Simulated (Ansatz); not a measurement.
A plane-wave DFT run in Ansatz 0.2.0 (scalar-relativistic PAW potentials unless the input names others): input and command.

```yaml
crystal:
  lattice:
    - [0.0, 2.9136670334, 2.6805736707]
    - [2.9136670334, 0.0, 2.6805736707]
    - [2.9136670334, 2.9136670334, 0.0]
  atoms:
    - { symbol: Zn, position: [0.0, 0.0, 0.0] }
    - { symbol: Se, position: [0.75, 0.75, 0.75] }
basis:
  ecutwfc: 420
kpoints:
  mp_grid: { grid: [10, 10, 10] }
hamiltonian:
  xc: lda
scf:
  occupations: { method: gaussian, width: 0.05 }
  mixing: { preconditioner: none }
output:
  forces: true
  eigenvalues: true
  stress: true
```

```bash
ansatz run input.yaml --threads 1 --pin off --max-ram 2560MiB --backend cpu --events-out ev --progress --plain --runs-dir out
```

Abridged log:
```
Pseudopotentials: kind: paw
Pseudopotential: Zn, paw, valence charge 12, recommended cutoff 420 eV (normal)
Pseudopotential: Se, paw, valence charge 16, recommended cutoff 420 eV (normal)
Functional definition: SPW92
Crystal: 2 atoms, lattice volume = 45.513 Å³
Basis set: ecut = 420 eV, 901 PW (Γ)
Bands: 18, of which v1, the nominal top of the filled ones, is band 14 counted from 1 (13 counted from 0)
Symmetry: 8 space group operations
Space group: I-4m2 (ITA 119), of the structure as read, at distance tolerance 3.6e-5 Å
k-points: 102 of 1000 (time reversal used)
Initial density: superposition of atomic densities (neutral atoms: chi_scale 0, normalization atom), corrected by the library's trained network
Initial wavefunctions: pseudopotential atomic-orbital guess
Functional: x = slater, c = lda
SCF iter   1: F=—  HF=-8630.803449 eV  |F-HF|=—  |Δ(HF+E_count)|=         —  Δρ=5.33e-3  dr2=7.93e-3  ethr=1.77e-3  ⟨swp⟩=5.8  Hψ=9381  notcnv=0
SCF iter   2: F=—  HF=-8630.801029 eV  |F-HF|=—  |Δ(HF+E_count)|=   2.42e-3  Δρ=2.04e-3  dr2=8.91e-4  ethr=2.83e-5  ⟨swp⟩=2.0  Hψ=3871  notcnv=0
SCF iter   3: F=—  HF=-8630.800931 eV  |F-HF|=—  |Δ(HF+E_count)|=   9.77e-5  Δρ=1.33e-3  dr2=3.53e-4  ethr=3.18e-6  ⟨swp⟩=2.0  Hψ=2596  notcnv=0
SCF iter   4: F=—  HF=-8630.800850 eV  |F-HF|=—  |Δ(HF+E_count)|=   8.06e-5  Δρ=2.88e-4  dr2=3.65e-5  ethr=1.26e-6  ⟨swp⟩=2.0  Hψ=2652  notcnv=0
SCF iter   5: F=—  HF=-8630.800834 eV  |F-HF|=—  |Δ(HF+E_count)|=   1.66e-5  Δρ=2.00e-5  dr2=2.13e-7  ethr=1.30e-7  ⟨swp⟩=2.0  Hψ=2652  notcnv=0
SCF iter   6: F=-8630.800834 eV  HF=-8630.800834 eV  |F-HF|=7.59e-9  |Δ(HF+E_count)|=   6.62e-8  Δρ=4.37e-6  dr2=5.27e-9  ethr=3.57e-10  ⟨swp⟩=5.4  Hψ=8363  notcnv=0
SCF 1 converged in 6 iterations: F = -8630.800834 eV  dr2 = 5.27e-9
SCF converged after 6 iterations
Free energy (F): -8630.800834 eV
Harris-Foulkes:  -8630.800834 eV  (|F-HF|=7.59e-9)
Internal energy: -8630.800834 eV  (E = F + TS)
E sigma→0 (E₀):  -8630.800834 eV
Fermi energy:    7.037814 eV
--- Forces (eV/Å), atoms counted from 1 ---
  atom   1  Zn     0.00000000     0.00000000     0.00000000
  atom   2  Se     0.00000000     0.00000000     0.00000000
--- Stress (GPa, compression-positive) ---
       -4.485717       0.000000       0.000000
        0.000000      -4.485717       0.000000
        0.000000       0.000000      -1.612079
  P = ⅓ Tr σ = -3.5278 GPa (-35.278 kbar)
```

Apart from outputs and empty bands, the input differs from a reference run on usual settings in scf.mixing.preconditioner: not typed → "none". The reference, at the same geometry (not necessarily relaxed), gave pressure -3.53 GPa, largest force 0.000 eV/Å, gap on the mesh 0.84 eV. This run converged in 6 SCF iterations (reference: 6) with an energy at zero smearing within 0.01 meV/atom of the reference's, pressure -3.53 GPa, largest force 0.000 eV/Å, gap on the mesh 0.84 eV.

It took 6.8 s on 1 thread of Arm Neoverse V2 (shared host), peak memory 0.37 GiB.